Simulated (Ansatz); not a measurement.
# Site preference of Si in place of C in C(111) slab, H on both faces (224 atoms), part 2 of 3

Aim: make Si in place of C at several sites of C(111) slab, H on both faces (224 atoms), relax each, and compare their energies.

Ansatz 0.2.0; Kohn-Sham DFT, PBEsol, PAW (set soft_2), plane waves.

The cell: 192 C and 32 H. The Brillouin zone is sampled at Γ only, in a cell whose shortest periodic width is 9 Å.

So far. Step 2 (Single point at the start): The r.m.s. force at the start is 1.0 eV/Å. Step 3 (Relaxation): The relaxation converged after 4 steps, 6.09 eV below its start, with a largest force component of 0.026 eV/Å.

## 4. Single point at the relaxed geometry

One more single point at the end of the walk gives the fuller output and checks the residual forces.

input.yaml reads:

```yaml
crystal:
  lattice:
    - [10.089, 0.0, 0.0]
    - [-5.0445, 8.73733, 0.0]
    - [0.0, 0.0, 24.99189]
  atoms:
    - { symbol: C, position: [0.33346, 0.91664, 0.30503] }
    - { symbol: C, position: [0.25012, 2.0e-05, 0.28579] }
    - { symbol: C, position: [0.16678, 0.83328, 0.38725] }
    - { symbol: C, position: [0.33345, 0.91664, 0.36687] }
    - { symbol: C, position: [0.25015, 0.99998, 0.46919] }
    - { symbol: C, position: [0.16681, 0.83332, 0.4488] }
    [... 212 atom lines left out ...]
    - { symbol: H, position: [0.74991, 0.24991, 0.24119] }
    - { symbol: H, position: [0.74998, 0.24997, 0.75869] }
    - { symbol: H, position: [0.00044, 0.50017, 0.2412] }
    - { symbol: H, position: [9.0e-05, 0.49989, 0.75873] }
    - { symbol: H, position: [0.00012, 0.25004, 0.2412] }
    - { symbol: H, position: [0.00022, 0.24992, 0.75871] }
kpoints:
  mp_grid: { grid: [1, 1, 1] }
hamiltonian:
  xc: pbesol
scf:
  occupations: { method: fermi_dirac, width: 0.05 }
output:
  forces: true
  populations: true
  dos:
    method: { smearing: { sigma: 0.15 } }
    de: 0.1
    projected:
      site_lists:
        C: [C]
        H: [H]
        hydrogen: [192, 193, 194, 195, 196, 197, 198, 199, 200, 201, 202, 203, 204, 205, 206, 207, 208, 209, 210, 211, 212, 213, 214, 215, 216, 217, 218, 219, 220, 221, 222, 223]
  eigenvalues: true
  write_density: true
  write_potential: true
  volumetric_format: npy
```

Started as:

```bash
> ansatz run input.yaml --threads 4 --pin off --max-ram 15872MiB --backend cpu --events-out ev --progress --plain --runs-dir out
```

Numbers of over 12 decimals in the logs are rounded to 6 here.

Output:

```text
[...]
Crystal: 224 atoms, lattice volume = 2203.058 Å³
Basis set: ecut = 420 eV, 43055 PW (Γ), exchange–correlation on 144×144×360 points (8 copies of the dense FFT grid, shifted against one another)
Bands: 624, of which v1, the nominal top of the filled ones, is band 400 counted from 1 (399 counted from 0)
Symmetry: 1 space group operations
[...]
k-points: 1
[...]
SCF iter   1: F=—  HF=-47863.593116 eV  |F-HF|=—  |Δ(HF+E_count)|=         —  Δρ=4.22e-3  dr2=1.72e0  ethr=1.77e-3  ⟨swp⟩=7.0  Hψ=3296  notcnv=0  defer=149
[...]
SCF iter   8: F=-47863.267277 eV  HF=-47863.267277 eV  |F-HF|=3.47e-8  |Δ(HF+E_count)|=   9.30e-8  Δρ=1.51e-6  dr2=8.75e-8  ethr=1.25e-11  ⟨swp⟩=29.0  Hψ=8471  notcnv=0
SCF 1 converged in 8 iterations: F = -47863.267277 eV  dr2 = 8.75e-8
[...]
WARN: The output density's exchange-correlation potential varies sharply where the density is thin. Do not read a vacuum level from v_tot or v_xc, or from such a field of the output density. On a cell that repeats whose density bears no net charge and no dipole along the vacuum's axis use v_es (v_loc + v_h of the components); [...]
SCF converged after 8 iterations
Free energy (F): -47863.267277 eV
[...]
Internal energy: -47863.267277 eV  (E = F + TS)
E sigma→0 (E₀):  -47863.267277 eV
Fermi energy:    6.303074 eV
[...]
--- Forces (eV/Å), atoms counted from 1 ---
  atom   1  C     -0.00212447     0.00424777    -0.00206416
  atom   2  C      0.00678068    -0.00763182     0.00764324
  atom   3  C      0.00627494     0.01019752    -0.01077020
  atom   4  C      0.00323956    -0.00422285     0.01001089
  atom   5  C     -0.00089705     0.00099876    -0.00326547
  atom   6  C      0.00847626    -0.00913868     0.01029501
  atom   7  C      0.00400556     0.00379199    -0.01141606
  atom   8  C      0.00370939     0.00355069    -0.00728462
  atom   9  C      0.01373758     0.00973237     0.02460293
  atom  10  C     -0.01212310     0.00815930    -0.01679004
  atom  11  C      0.00198397     0.00511886     0.00294400
  atom  12  C      0.00303471    -0.01001815     0.00050960
  atom  13  C     -0.00459099     0.00609227     0.00925727
  atom  14  C      0.00542364     0.00262614    -0.02771752
[...]
atom 223  H      0.00337007     0.00211112     0.01385825
  atom 224  H     -0.00391602     0.00301962    -0.00762071
  max |Σ_I F_I| component: 4.10e-5 eV/Å
--- Band table (eV) ---
[...]
--- Löwdin populations: 224 sites ---
  site symbol       q [e]
     0      C      3.9623
     1      C      4.1354
     2      C      3.9883
[...]
223      H      0.8513
  spilling = 0.003985 (of n_electrons = 800.000000)
```

Run time: 65 s. Hardware: 4 threads of Intel Xeon Platinum 8259CL at 2.50GHz (Skylake/Cascade Lake), shared host; peak memory 3.6 GiB.

The program notes that the exchange-correlation potential is rough where the density is thin.

The run gave:

```
free energy                                      : -47863.2673 eV
free energy per atom                             : -213.6753 eV/atom
SCF cycles                                       : 8
r.m.s. force component                           : 0.00917 eV/Å
longest force                                    : 0.03346 eV/Å
Fermi energy                                     : 6.303 eV
gap (highest filled to lowest empty level) : 2.781 eV
potential in mid-vacuum, over the Fermi level    : 2.147 eV
potential 4.5 Å over the upper face              : 2.15 eV
potential 4.5 Å under the lower face             : 2.15 eV
spilling of the projection                       : 0.003985
```

Löwdin charges by element (they lack the spilled electrons, 0.014 e an atom on average):

| element | coordination | atoms | mean charge (e) | spread | least | most |
| --- | --- | --- | --- | --- | --- | --- |
| C | all | 192 | -0.0082 | 0.0576 | -0.135 | 0.0378 |
| H | all | 32 | 0.149 | 1.0e-4 | 0.148 | 0.149 |

By region:

| region | atoms | mean length of the force (eV/Å) |
| --- | --- | --- |
| slab | 192 | 0.015 |
| hydrogen | 32 | 0.013 |

States in the cell by windows of 1 eV, zero at the Fermi level; the larger projections on atomic orbitals stand beside the total:

| from (eV) | to (eV) | total | C p | C s | H s | hydrogen |
| --- | --- | --- | --- | --- | --- | --- |
| -18 | -17 | 34.8 | 14.1 | 20.0 | 0.6 | 0.6 |
| -17 | -16 | 47.0 | 18.7 | 27.4 | 0.7 | 0.7 |
| -16 | -15 | 14.0 | 6.4 | 7.2 | 0.4 | 0.4 |
| -15 | -14 | 24.7 | 14.5 | 9.4 | 0.6 | 0.6 |
| -14 | -13 | 25.9 | 14.2 | 10.8 | 0.7 | 0.7 |
| -13 | -12 | 53.1 | 34.5 | 17.1 | 1.2 | 1.2 |
| -12 | -11 | 43.1 | 29.3 | 12.0 | 1.6 | 1.6 |
| -11 | -10 | 18.9 | 13.5 | 4.7 | 0.6 | 0.6 |
| -10 | -9 | 55.2 | 46.7 | 6.0 | 2.3 | 2.3 |
| -9 | -8 | 72.3 | 61.3 | 8.4 | 2.3 | 2.3 |
| -8 | -7 | 77.7 | 66.3 | 7.5 | 3.6 | 3.6 |
| -7 | -6 | 60.1 | 54.7 | 2.3 | 3.0 | 3.0 |
| -6 | -5 | 84.1 | 75.9 | 3.1 | 4.9 | 4.9 |
| -5 | -4 | 51.9 | 49.7 | 0.4 | 1.6 | 1.6 |
| -4 | -3 | 42.6 | 40.4 | 0.6 | 1.5 | 1.5 |
| -3 | -2 | 17.5 | 16.9 | 0.2 | 0.4 | 0.4 |
| -2 | -1 | 8.3 | 8.1 | 0.0 | 0.2 | 0.2 |
| -1 | 1 | 0.0 | 0.0 | 0.0 | 0.0 | 0.0 |
| 1 | 2 | 4.0 | 0.6 | 0.1 | 0.7 | 0.7 |
| 2 | 3 | 25.8 | 4.4 | 2.7 | 6.2 | 6.2 |
| 3 | 4 | 29.8 | 13.0 | 10.0 | 0.6 | 0.6 |
| 4 | 5 | 60.3 | 24.1 | 11.5 | 3.1 | 3.1 |

Between -23 and -18 eV lie 69 more states.

The levels nearest the highest filled one (over half full), pooled over k-points and spins:

| level less the highest filled one (eV) | occupation |
| --- | --- |
| -1.19 | 2 |
| -0.561 | 2 |
| -0.536 | 2 |
| -0.536 | 2 |
| -4.0e-4 | 2 |
| 0 | 2 |
| 2.78 | 0 |
| 2.83 | 0 |
| 4.11 | 0 |
| 4.11 | 0 |
| 4.11 | 0 |
| 4.11 | 0 |

Planar average of the electrostatic potential energy along the normal, with the Fermi level as zero, after a running mean with a triangular window 4 Å wide at its base:

| height (Å) | potential energy (eV) |
| --- | --- |
| 0.0 | 2.15 |
| 0.7 | 2.15 |
| 1.4 | 2.15 |
| 2.1 | 2.15 |
| 2.8 | 2.14 |
| 3.6 | 2.09 |
| 4.3 | 1.76 |
| 5.0 | 0.76 |
| 5.7 | -2.20 |
| 6.4 | -6.47 |
| 7.1 | -10.31 |
| 7.8 | -12.23 |
| 8.5 | -12.45 |
| 9.2 | -12.46 |
| 10.0 | -12.45 |
| 10.7 | -12.45 |
| 11.4 | -12.45 |
| 12.1 | -12.45 |
| 12.8 | -12.45 |
| 13.5 | -12.45 |
| 14.2 | -12.45 |
| 14.9 | -12.45 |
| 15.7 | -12.46 |
| 16.4 | -12.46 |
| 17.1 | -12.33 |
| 17.8 | -10.89 |
| 18.5 | -7.28 |
| 19.2 | -3.03 |
| 19.9 | 0.38 |
| 20.5 | 1.63 |
| 21.2 | 2.07 |
| 22.1 | 2.14 |
| 22.8 | 2.15 |
| 23.5 | 2.15 |
| 24.2 | 2.15 |
| 24.9 | 2.15 |

Electrostatic potential energy in the ca plane at fractional y = 0.000, with atoms of C and H within 0.2 Å of it. With pseudopotentials it is smooth inside the atoms' cores, unlike the true potential.

Values in eV, 13 rows by 16 columns, each cell a mean:
```
  3   4  -5 -15 -18  -1   4   4  -5 -14   2   8   8   8   8   8
 -2   0  -1   3   2   0  -2   0  -1   4   8   8   8   8   8   8
  5   5  -9 -22 -27  -3   5   5  -9 -23  -5   8   8   8   8   8
  5   5 -10 -24 -30  -4   5   5 -10 -25  -5   8   8   8   8   8
 -2   0  -1   3   2   0  -2   0  -1   4   8   8   8   8   8   8
  3   4  -5 -12 -15  -1   3   4  -5 -12   2   8   8   8   8   8
  6   6 -14 -31 -38  -6   6   6 -13 -33 -11   8   8   8   9   8
 -1   1  -1   0  -2   0   0   1  -1   1   7   8   8   8   8   8
  1   2  -1  -3  -5   1   1   2  -1  -2   6   8   8   8   8   8
  6   6 -16 -35 -42  -7   6   6 -16 -37 -14   8   8   8   9   8
  1   3  -2  -6  -8   0   2   2  -2  -5   5   8   8   8   8   8
 -1   1  -1   2   0   1   0   1   0   2   7   8   8   8   8   8
  6   6 -14 -32 -38  -6   6   6 -14 -33 -11   8   8   8   9   8
```
Columns run along c (16.0 Å, from fractional 0.36 to 1.00 of the cell; values clipped at the 3rd and 97th percentile), rows up along a (10.1 Å). Atoms in or near the plane, at fractional coordinates: C at (0.47, 0.25), C at (0.53, 0.25), C at (0.71, 0.25), C at (0.47, 0.50), C at (0.53, 0.50), C at (0.71, 0.50), C at (0.47, 0.75), C at (0.53, 0.75), C at (0.71, 0.75), C at (0.47, 0.00), C at (0.53, 0.00), C at (0.71, 0.00), H at (0.76, 0.25), H at (0.76, 0.50) and more.

Valence density in the ca plane at fractional y = 0.000, with atoms of C and H within 0.2 Å of it. It is the smooth field of the valence electrons, not physical close to the nuclei.

Ten even steps from '0' (0.0 e/Å³) to '9' (1.9 e/Å³):
```
0000000000000000135689621011100148865688410011
0000000000000000001246421123211135532355311123
0000000000000000000123322257532234211124322357
0000000000000000000123322257632233210123322367
0000000000000000001235421134321235421245321234
0000000000000000024578521011100148854587410111
0000000000000000179999620000000148998998410000
0000000000000000157789621001100148976798410011
0000000000000000012357521122211136633366411122
0000000000000000000124421246521234311134321256
0000000000000000000023322258632233210123322368
0000000000000000001134421235421234321234321245
0000000000000000012467521112111147743477411112
0000000000000000168899620000000148987898410000
0000000000000000168899620000000148987898410000
0000000000000000012467521112111147743477411112
0000000000000000001134421235421234321234321245
0000000000000000000023322258632233210123322368
0000000000000000000124421246521234311134321256
0000000000000000012356521122211146633366311122
0000000000000000157789621001100148986898410011
0000000000000000179999620000000148998998410000
0000000000000000024578521011110147854588410111
0000000000000000001235421134321235421245321234
0000000000000000000123322257632233210123322367
0000000000000000000123322257532234211124322357
0000000000000000001246421123211136532355311123
0000000000000000135689621011100148865688410011
0000000000000000179999620000000158998998410000
```
Columns run along c (16.0 Å, from fractional 0.00 to 0.64 of the cell), rows up along a (10.1 Å). Atoms in or near the plane, at fractional coordinates: C at (0.29, 0.25), C at (0.47, 0.25), C at (0.53, 0.25), C at (0.29, 0.50), C at (0.47, 0.50), C at (0.53, 0.50), C at (0.29, 0.75), C at (0.47, 0.75), C at (0.53, 0.75), C at (0.29, 0.00), C at (0.47, 0.00), C at (0.53, 0.00), H at (0.24, 0.25), H at (0.24, 0.50) and more.

Between filled and empty levels lie 2.78 eV at Γ alone; the mesh holds the band edges only if they fold onto it, so the gap at this level can be narrower or closed, and states at the surface or the caps may set it. Mean Löwdin charges: C -0.01, H +0.15 e (they miss 0.40 % of the electrons, so they add up to more than the cell's charge). Charges this small depend on the projection, at times even in sign. The potential stands 3.55 eV above the highest filled level over the upper face and 3.55 eV under the lower one, a reading of the ionisation potential at this level on the run's k-points.

(Continued in part 3 of 3.)

[Logs are printed without paths, hosts, clocks, repeated set-up lines and the standing remarks that a program may print on its own settings, such as how far it seeks lower states.]

[Hosts, paths, dates, database ids (printed as entryN), source tags and the programs' standing remarks are cut or masked in the printed files.]
